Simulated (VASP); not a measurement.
Runs of VASP 6.6.1 on AgCl (Chlorargyrite). Symmetry: Fm-3m, No. 225, cubic system. Conventional cell: a = 5.356 Å, b = 5.356 Å, c = 5.356 Å, α = 90.00°, β = 90.00°, γ = 90.00°. Ag (site symmetry m-3m) is surrounded by 6 Cl at 2.68 Å. Around Cl (site symmetry m-3m) lie 6 Ag at 2.68 Å. 

```csv
task,cell,gap on the mesh (eV),pressure (GPa)
relaxation of the atoms,atoms relaxed from: a relaxed cell with its volume scaled by 1.04,0.64,-2.5
relaxation of cell and atoms,relaxed,0.65,0.0
relaxation of the atoms,atoms relaxed,0.65,0.0
relaxation of the atoms,atoms relaxed from: a relaxed cell with its volume scaled by 0.96,0.68,3.1
relaxation of the atoms,atoms relaxed from: a relaxed cell with its volume scaled by 1.02,0.65,-1.3
relaxation of the atoms,atoms relaxed from: a relaxed cell with its volume scaled by 0.98,0.66,1.4
relaxation of the atoms,atoms relaxed from: a relaxed cell with its volume scaled by 0.94,(a),5.0
relaxation of the atoms,atoms relaxed from: a relaxed cell with its volume scaled by 1.06,0.64,-3.5
```

Alike in all rows: level LDA; potentials or basis VASP PAW LDA potentials, release 64 (Ag, Cl); no spin polarisation; k mesh 8 × 8 × 8; cutoff (eV) 600; smearing gaussian 0.03 eV.

Estimate the missing entries.

(a) 0.69.

Caveats: the relaxation stopped at its first step, so nothing moved.

A k mesh can miss the band edges, and the runs leave out spin-orbit coupling on Ag.

Runs at the PBE level aren't shown here.
